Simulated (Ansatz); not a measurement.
Runs of Ansatz 0.2.0 on ZrN. Symmetry: Fm-3m, No. 225, cubic system. The conventional cell has a = 4.600 Å, b = 4.600 Å, c = 4.600 Å, α = 90.00°, β = 90.00°, γ = 90.00°. Zr (site symmetry m-3m) has 6 N at 2.30 Å as nearest neighbours. N (site symmetry m-3m) has 6 Zr at 2.30 Å as nearest neighbours. 

```csv
task,level,potentials or basis,spin,U,k mesh,cutoff (eV),smearing,broadening,hubbard projectors,double counting,atoms under strain,other keys,mesh quality,gap on the mesh (eV),pressure (GPa),moment (μB)
single point,r2SCAN0+D3(BJ),Ansatz PAW,"collinear, ferromagnetic start",-,5 × 5 × 5,500,gaussian 0.02 eV,-,-,-,-,scf.mixing.preconditioner = kerker,coarse,none,(a),0.20
optical spectrum,rPW86-PBE,Ansatz PAW,"non-collinear, ferromagnetic start",-,10 × 10 × 10,420,fermi-dirac 0.05 eV,0.2 eV,-,-,-,-,not flagged,none,-,0.00
elastic constants,PBEsol+D4+U,JTH PAW,off,Zr d U = 3.5 eV,6 × 6 × 6,1320,methfessel-paxton 0.1 eV,-,ortho-atomic,fll,clamped,-,coarse,none,-6.7,-
projected density of states,HF+D4,Ansatz PAW,"SOC, no magnetisation",-,6 × 6 × 6,420,methfessel-paxton 0.05 eV,-,-,-,-,-,coarse,none,(b),-
density of states,RPBE+D3(BJ)+U,Ansatz PAW polarizable,off,Zr d U = 2.0 eV,10 × 10 × 10,420,methfessel-paxton 0.05 eV,-,atomic,amf,-,scf.occupations.method = methfessel_paxton; …,not flagged,none,-34.6,-
```

Alike in all rows: cell as given.

Task: Estimate the missing entries.

Result: (a) -10.1; (b) -8.1.

Caveats: some runs use coarse meshes; pairwise dispersion overbinds metals, which lowers pressure and volume (some runs); the PAW data sets come from PBE, with cores solved anew for the run's functional, which leaves a small shift of forces and pressure (some runs); the thresholds are loose for stress (some runs); U without spin polarisation on a metal has little footing (some runs); the magnetic or orbital state may not be the lowest (some runs); the dispersion damping was fitted for another functional or another form of the correction (some runs); spectra need much finer meshes, so this one isn't converged (some runs).

A k mesh can miss the band edges, and rows without SOC leave out spin-orbit coupling on Zr.

A gap of «none» marks a metal or a gap under the smearing width.

Runs at the PBE level aren't shown here.
